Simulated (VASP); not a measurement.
Wanted: the native input for a VASP 6.6.1 run.

| Item | Value |
| --- | --- |
| Task | relaxation of cell and atoms |
| Functional | PBE |
| Potentials or basis | VASP PAW PBE potentials, release 64 (Na_pv, H_s) |
| Cutoff | 300 eV |
| k mesh | 5 × 5 × 5 |
| Occupations | gaussian, width 0.03 eV |
| Spin | no spin polarisation |
| Further INCAR settings | ALGO = Normal; EDIFF = 1e-07; IBRION = 2; EDIFFG = -0.005; NSW = 90; ISIF = 3 |

The structure of NaH lies in POSCAR:

```
NaH                                     
1.0
    0.0000000000      2.4079088895      2.4079088895
    2.4079088895      0.0000000000      2.4079088895
    2.4079088895      2.4079088895     -0.0000000000
  Na              H             
     1     1
Direct
     0.0000000000000000    0.0000000000000000    0.0000000000000000
     0.5000000000000000    0.5000000000000000    0.5000000000000000
```

One way to write it, as run:

INCAR

```
  PREC = Accurate
  ENCUT = 300
  EDIFF = 1E-7
  ISMEAR = 0
  SIGMA = 0.03
  LREAL = F
  LASPH = T
  NELM = 80
  ALGO = Normal
  ISIF = 3
  LWAVE = F
  LCHARG = F
  GGA = PE
  IBRION = 2
  NSW = 90
  EDIFFG = -0.005
```

KPOINTS

```
Automatic mesh
0
Gamma
  5 5 5
```

Potentials or basis: VASP PAW PBE potentials, release 64 (Na_pv, H_s).

Command:

```console
$ cat potpaw_PBE.64/Na_pv/POTCAR potpaw_PBE.64/H_s/POTCAR > POTCAR
$ mpirun -np 1 vasp_std > vasp.out
```

It gave:

```yaml
Pressure_after_relaxing: 0.0 GPa
Band_gap_on_the_k_mesh: 4.63 eV, indirect (least direct gap 5.13 eV)
```

Caveat: the k mesh is coarse (spacing up to 0.45 Å⁻¹), so the values aren't converged; the cutoff is under 1.25 times the usual one of these potentials, so pressure, stress and relaxed cells hold a basis-set (Pulay) error; the relaxation stopped at its first step, so nothing moved; an odd mesh through Γ misses points on the zone boundary, where band edges often lie.

Run time: 2 s on 1 thread of Intel(R) Xeon(R) Platinum 8259CL CPU @ 2.50GHz (Skylake/Cascade Lake), with other jobs on the host, peak memory 0.11 GiB.
